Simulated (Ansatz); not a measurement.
**Zirconium (bcc) across density functionals**

All rows: Ansatz, plane waves with scalar-relativistic PAW, 420 eV (500 eV for the SCAN forms), relaxed under each functional, no dispersion correction, no zero-point motion. B₀ comes from uniform scaling at fixed shape; a dash is a value not given.

```csv
functional,V (Å³/atom),cell,B₀ (GPa),magnetic state,ΔE to hcp (meV/atom)
PBE,22.84,a = 3.575 Å,89,non-magnetic,83
r²SCAN,22.97,a = 3.581 Å,-,non-magnetic,118
PBEsol,21.92,a = 3.526 Å,94,spin not included,65
LDA,21.21,a = 3.488 Å,99,spin not included,44
RPBE,23.53,a = 3.610 Å,83,spin not included,95
BLYP,23.74,a = 3.621 Å,84,spin not included,82
```

**Question.** What does revPBE give?

**Answer.** V (Å³/atom): 23.35; cell: a = 3.601 Å; B₀ (GPa): 84; magnetic state: spin not included; ΔE to hcp (meV/atom): 92.
